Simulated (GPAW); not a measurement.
# Ni (Fm-3m) in GPAW: equation of state with r2SCAN

Aim: the equation of state of Ni with r2SCAN.

Everything below comes from runs of GPAW 26.7.0. Logs are shortened: lines on timing, memory, paths and dates and some standing lists are left out, and cuts for length are marked. The log counts tension as positive stress, the text compression.

## (1) Starting point

The structure is cubic, space group Fm-3m (No. 225). Conventional cell: a = 3.475 Å, b = 3.475 Å, c = 3.475 Å, α = 90.00°, β = 90.00°, γ = 90.00°. Around Ni (site symmetry m-3m) lie 12 Ni at 2.46 Å.

## (2) Equation of state, r2SCAN, collinear spin, ferromagnetic start

The input, run.py:

```python
from ase import Atoms
from ase.eos import EquationOfState
from ase.io import Trajectory
from ase.units import GPa
from gpaw import GPAW, PW

atoms = Atoms(['Ni'],
              cell=[[0.0, 1.737572933, 1.737572933],
                    [1.737572933, 0.0, 1.737572933],
                    [1.737572933, 1.737572933, 0.0]],
              scaled_positions=[[0.0, 0.0, 0.0]],
              pbc=True)
atoms.set_initial_magnetic_moments([1.0])

traj = Trajectory('eos.traj', 'w')
volumes, energies = [], []
for x in [0.94, 0.96, 0.98, 1.0, 1.02, 1.04, 1.06]:
    a = atoms.copy()
    a.set_cell(atoms.cell * x**(1 / 3), scale_atoms=True)
    calc = GPAW(mode=PW(600),
                xc='MGGA_X_R2SCAN+MGGA_C_R2SCAN',
                kpts={'size': (13, 13, 13), 'gamma': True},
                occupations={'name': 'fermi-dirac', 'width': 0.05},
                nbands=17,
                convergence={'density': 1e-05, 'energy': 1e-05},
                maxiter=150,
                txt=f'eos-{x:.2f}.txt')
    a.calc = calc
    energies.append(a.get_potential_energy(force_consistent=True))
    volumes.append(a.get_volume())
    p = -a.get_stress()[:3].mean() / GPa
    calc.write(f'eos-{x:.2f}.gpw')
    traj.write(a)
    print(f'{x:.2f} {volumes[-1]:10.4f} A^3 {energies[-1]:14.6f} eV {p:9.3f} GPa', flush=True)

v0, e0, B = EquationOfState(volumes, energies, eos='birchmurnaghan').fit()
print(f'V0 = {v0:.4f} A^3, E0 = {e0:.6f} eV, B0 = {B / GPa:.2f} GPa')
```

Potentials or basis: GPAW PAW data sets (gpaw-data 1.2.1), pw.

Command:

```
$ OMP_NUM_THREADS=1 python run.py
```

The log of the run:

```text
__  _  _
 | _ |_)|_||  |
 |__||  | ||/\| - 26.7.0

Input parameters:
  mode=PW(ecut=600.0),
  convergence={'density': 1e-05, 'energy': 1e-05},
  kpts=MonkhorstPack(size=(13, 13, 13), gamma=True),
  maxiter=150,
  nbands=17,
  occupations=Occupations(name='fermi-dirac', width=0.05),
  xc=XC(name='MGGA_X_R2SCAN+MGGA_C_R2SCAN')

Diagonalizing LCAO Hamiltonian
Converting LCAO to pw mode

       Ni

Atoms  # Å, Bohr magnetons
|   | symbol |        x |        y |        z |    initial magnetic moments |
|---|--------|----------|----------|----------|-----------------------------|
| 0 |     Ni | 0.000000 | 0.000000 | 0.000000 | ( 0.0000,  0.0000,  1.0000) |

Unit cell  # Å
| periodic |        x |        y |        z |  lengths |    angles |
|----------|----------|----------|----------|----------|-----------|
|      yes | 0.000000 | 1.702102 | 1.702102 | 2.407136 | 60.000000 |
|      yes | 1.702102 | 0.000000 | 1.702102 | 2.407136 | 60.000000 |
|      yes | 1.702102 | 1.702102 | 0.000000 | 2.407136 | 60.000000 |

Number of symmetries: 48
Symmetry operations  # r_c * U_cc + t_c -> r_c
|    | kind |            matrix            |
|----|------|------------------------------|
|  0 |  σ   |  1, 0, 0,  1, 0,-1,  1,-1, 0 |
|  1 |  C2  |  1, 0, 0,  1,-1, 0,  1, 0,-1 |
|  2 |  E   |  1, 0, 0,  0, 1, 0,  0, 0, 1 |
|  3 |  σ   |  1, 0, 0,  0, 0, 1,  0, 1, 0 |
|  4 |  C4  |  1, 0,-1,  1, 0, 0,  1,-1, 0 |
|  5 |  S6  |  1, 0,-1,  1,-1, 0,  1, 0, 0 |
|  6 |  σ   |  1, 0,-1,  0, 1,-1,  0, 0,-1 |
|  7 |  C3  |  1, 0,-1,  0, 0,-1,  0, 1,-1 |
|  8 |  S6  |  1,-1, 0,  1, 0, 0,  1, 0,-1 |
|  9 |  C4  |  1,-1, 0,  1, 0,-1,  1, 0, 0 |
| 10 |  C3  |  1,-1, 0,  0,-1, 1,  0,-1, 0 |
| 11 |  σ   |  1,-1, 0,  0,-1, 0,  0,-1, 1 |
| 12 |  σ   |  0, 1, 0,  1, 0, 0,  0, 0, 1 |
| 13 |  C4  |  0, 1, 0,  0, 1,-1, -1, 1, 0 |
| 14 |  C3  |  0, 1, 0,  0, 0, 1,  1, 0, 0 |
| 15 |  S6  |  0, 1, 0, -1, 1, 0,  0, 1,-1 |
| 16 |  C2  |  0, 1,-1,  1, 0,-1,  0, 0,-1 |
| 17 |  σ   |  0, 1,-1,  0, 1, 0, -1, 1, 0 |
| 18 |  S4  |  0, 1,-1,  0, 0,-1,  1, 0,-1 |
| 19 |  C4  |  0, 1,-1, -1, 1, 0,  0, 1, 0 |
| 20 |  C3  |  0, 0, 1,  1, 0, 0,  0, 1, 0 |
| 21 |  σ   |  0, 0, 1,  0, 1, 0,  1, 0, 0 |
| 22 |  S6  |  0, 0, 1,  0,-1, 1, -1, 0, 1 |
| 23 |  C4  |  0, 0, 1, -1, 0, 1,  0,-1, 1 |
| 24 |  S4  |  0, 0,-1,  1, 0,-1,  0, 1,-1 |
| 25 |  C3  |  0, 0,-1,  0, 1,-1,  1, 0,-1 |
| 26 |  C2  |  0, 0,-1,  0,-1, 0, -1, 0, 0 |
| 27 |  S6  |  0, 0,-1, -1, 0, 0,  0,-1, 0 |
| 28 |  S4  |  0,-1, 1,  1,-1, 0,  0,-1, 0 |
| 29 |  C4  |  0,-1, 1,  0, 0, 1, -1, 0, 1 |
| 30 |  C2  |  0,-1, 1,  0,-1, 0,  1,-1, 0 |
| 31 |  σ   |  0,-1, 1, -1, 0, 1,  0, 0, 1 |
| 32 |  C3  |  0,-1, 0,  1,-1, 0,  0,-1, 1 |
| 33 |  S6  |  0,-1, 0,  0, 0,-1, -1, 0, 0 |
| 34 |  S4  |  0,-1, 0,  0,-1, 1,  1,-1, 0 |
| 35 |  C2  |  0,-1, 0, -1, 0, 0,  0, 0,-1 |
| 36 |  C2  | -1, 1, 0,  0, 1, 0,  0, 1,-1 |
| 37 |  S6  | -1, 1, 0,  0, 1,-1,  0, 1, 0 |
| 38 |  S4  | -1, 1, 0, -1, 0, 1, -1, 0, 0 |
| 39 |  C3  | -1, 1, 0, -1, 0, 0, -1, 0, 1 |
| 40 |  S6  | -1, 0, 1,  0, 0, 1,  0,-1, 1 |
| 41 |  C2  | -1, 0, 1,  0,-1, 1,  0, 0, 1 |
| 42 |  C3  | -1, 0, 1, -1, 1, 0, -1, 0, 0 |
| 43 |  S4  | -1, 0, 1, -1, 0, 0, -1, 1, 0 |
| 44 |  C2  | -1, 0, 0,  0, 0,-1,  0,-1, 0 |
| 45 |  i   | -1, 0, 0,  0,-1, 0,  0, 0,-1 |
| 46 |  σ   | -1, 0, 0, -1, 1, 0, -1, 0, 1 |
| 47 |  C2  | -1, 0, 0, -1, 0, 1, -1, 1, 0 |

BZ-sampling:
  Number of BZ points: 2197
  Number of IBZ points: 84

  Monkhorst-Pack size: [13, 13, 13]
  Monkhorst-Pack shift: [0, 0, 0]

K-points  # in reciprocal-cell coordinates
|     |                                coordinates |     weight |
|-----|--------------------------------------------|------------|
|   0 | (  0.00000000,   0.00000000,   0.00000000) | 0.00045517 |
|   1 | (  0.07692308,   0.07692308,   0.00000000) | 0.00273100 |
|   2 | (  0.07692308,   0.07692308,   0.07692308) | 0.00364133 |
|   3 | (  0.15384615,   0.07692308,   0.07692308) | 0.00546199 |
|   4 | (  0.15384615,   0.15384615,   0.00000000) | 0.00273100 |
|   5 | (  0.15384615,   0.15384615,   0.07692308) | 0.01092399 |
|   6 | (  0.15384615,   0.15384615,   0.15384615) | 0.00364133 |
|   7 | (  0.23076923,   0.15384615,   0.07692308) | 0.01092399 |
|   8 | (  0.23076923,   0.15384615,   0.15384615) | 0.01092399 |
|   9 | (  0.23076923,   0.23076923,   0.00000000) | 0.00273100 |
| ... |                                            |            |
|  83 | (  0.46153846,   0.46153846,   0.46153846) | 0.00364133 |

Plane wave coefficients: 335
Cutoff: 600.0 eV

Spin-components: 2 (collinear spins)
Bands:           17
Projectors:      6
Spin-degeneracy: 1
Datatype:        complex128

Parallelization:
  kpt:    1
  domain: 1
  band:   1

Density:
  Valence electrons: 16.0
  Components: 2
  Grid points: [14 14 14]
  Charge: 0.0  # |e|

Potential:
  Grid points: [14 14 14]

species:
  Ni:
    name:    Nickel
    Z:       28.0
    valence: 16
    core:    12
    charge:  0.0  # [|e|]
    compensation charges:
      type: gauss
      rc: 0.36  # [Å]
      lmax: 2
    cutoffs:
      filter: 2.14  # [Å]
      core: 1.98  # [Å]
    projectors
    | kind |    occ | energy [eV] | rcut [Å] |
    |------|--------|-------------|----------|
    |   4s |  2.000 |      -5.642 |    1.164 |
    |   3p |  6.000 |     -71.394 |    1.207 |
    |   4p |  0.000 |      -1.226 |    1.207 |
    |   3d |  8.000 |      -8.875 |    1.138 |
    |    s |        |      21.570 |    1.164 |
    |    d |        |      18.337 |    1.138 |

    Using partial waves for Ni as LCAO basis

Reference energy: -41367.998447  # eV

eigensolver:
  PPCG
  Converge bands: occupied
  niter=2

density mixing:
  MSR1-Mixer
  Pratt-step length: 0.05
  Maximum mixing coefficient: 0.75
  Old densities: 10
  SVD Regularization: 0.005
  Good broyden scale: 1.0
  Trust region scale: 1.0
  Backstep threshold: 4.0
  History deletion threshold: 6.0
  Fourier metric: weight=20.0, sigma=0.015

occupation numbers:
  Fermi-Dirac:
    width: 0.0500  # eV

poisson solver:
  ecut: 4800.0  # eV

xc functional:
  name: MGGA_X_R2SCAN+MGGA_C_R2SCAN with 2 nearest neighbor stencil

convergence criteria:
- Maximum integral of absolute [dens]ity change: 1e-05 electrons / valence electron
- Maximum [total energy] change in last 3 cyles: 1e-05 eV / valence electron
- Maximum integral of absolute [eigenst]ate change: 4e-08 eV^2 / valence electron
maximum number of iterations: 150

SCF iterations
|iter     | |      energy | eigst |  dens |  magmom |
|---------|-|-------------|-------|-------|---------|
|iter:   1| |  -13.805595 | -0.06 |       |  +1.0009|
|iter:   2| |  -12.607660 | -1.83 | -1.63 |  +0.9896|
|iter:   3| |    2.257413 | +0.04 | -1.51 |  -1.9123|
|iter:   4| |  -12.370758 | -0.12 | -0.56 |  +0.5864|
|iter:   5| |  -12.744497 | -2.26 | -1.68 |  +0.7743|
|iter:   6| |  -12.765471 | -3.76 | -1.92 |  +0.7220|
|iter:   7| |  -12.745635 | -3.81 | -1.92 |  +0.7549|
|iter:   8| |  -12.761823 | -3.21 | -2.11 |  +0.6575|
|iter:   9| |  -12.761541 | -4.70 | -2.28 |  +0.6719|
|iter:  10| |  -12.763554 | -4.75 | -2.38 |  +0.6639|
|iter:  11| |  -12.764143 | -4.98 | -2.33 |  +0.6648|
|iter:  12| |  -12.764125 | -5.79 | -2.34 |  +0.6696|
|iter:  13| |  -12.763763 | -5.02 | -2.39 |  +0.6776|
|iter:  14| |  -12.764072 | -5.19 | -2.78 |  +0.6760|
|iter:  15| |  -12.763936 | -5.41 | -2.64 |  +0.6788|
|iter:  16| |  -12.764047c| -5.37 | -3.18 |  +0.6809|
|iter:  17| |  -12.764071c| -6.10 | -3.86 |  +0.6798|
|iter:  18| |  -12.764075c| -6.46 | -4.09 |  +0.6787|
|iter:  19| |  -12.764073c| -7.76c| -4.33 |  +0.6787|
|iter:  20| |  -12.764073c| -8.08c| -5.19c|  +0.6788|

Converged in 20 steps
Energy contributions relative to reference atoms: (reference = -41367.998447)

Energy contributions:
  Kinetic:          18.730873
  Coulomb:         -15.131417
  Zero:              0.062676
  External:          0.000000
  Xc:              -16.421439
  Entropy:          -0.009532
  Spinorbit:         0.000000
  ----------------------------
  Free energy:     -12.768839
  Extrapolated:    -12.764073

dipole moment: (-6.971387, -6.971387, -6.971387)  # |e|*Ang

Total magnetic moment: (0.000000, 0.000000, 0.678811)

Local magnetic moments
|        x |        y |        z |
|----------|----------|----------|
| 0.000000 | 0.000000 | 0.740903 |  # Ni   0

Fermi level: 9.941
Eigenvalues  # (at kpt = [0.000, 0.000, 0.000])
| band index |      eig [eV] | occ [0-1] |      eig [eV] | occ [0-1] |
|------------|---------------|-----------|---------------|-----------|
|          0 |       -56.788 |     1.000 |       -55.512 |     1.000 |
|          1 |       -56.788 |     1.000 |       -55.512 |     1.000 |
|          2 |       -56.788 |     1.000 |       -55.512 |     1.000 |
|          3 |        -0.441 |     1.000 |        -0.847 |     1.000 |
|          4 |         6.636 |     1.000 |         7.930 |     1.000 |
|          5 |         6.636 |     1.000 |         7.930 |     1.000 |
[... 9 lines left out ...]
|         15 |        42.763 |     0.000 |        42.869 |     0.000 |
|         16 |        46.326 |     0.000 |        46.291 |     0.000 |

No gap
No difference between direct/indirect transitions

Stress tensor  # eV/Ang^3
|         x |         y |         z |
|-----------|-----------|-----------|
| -0.128012 | -0.000000 |  0.000000 |
| -0.000000 | -0.128012 |  0.000000 |
|  0.000000 |  0.000000 | -0.128012 |

# Writing to eos-0.94.gpw (mode='')
```

It took 12 min on 1 thread of Arm Neoverse V2, shared host; peak memory 0.54 GiB.

What came out:

* Equilibrium volume: 10.70 Å³/atom (rough: see the caveat)
* Bulk modulus: 206 GPa (rough)

Energy against volume, from the lowest point:
```csv
volume (Å³/atom),energy (meV/atom)
9.862,49.18
10.072,26.38
10.282,11.14
10.492,2.60
10.702,0.00
10.912,2.58
11.122,10.01
```

Caveat: the stock nickel data set gives pressures a few GPa off other programs; the points scatter about the fit; the PAW data sets were made with another functional, which shifts forces and pressure a little.
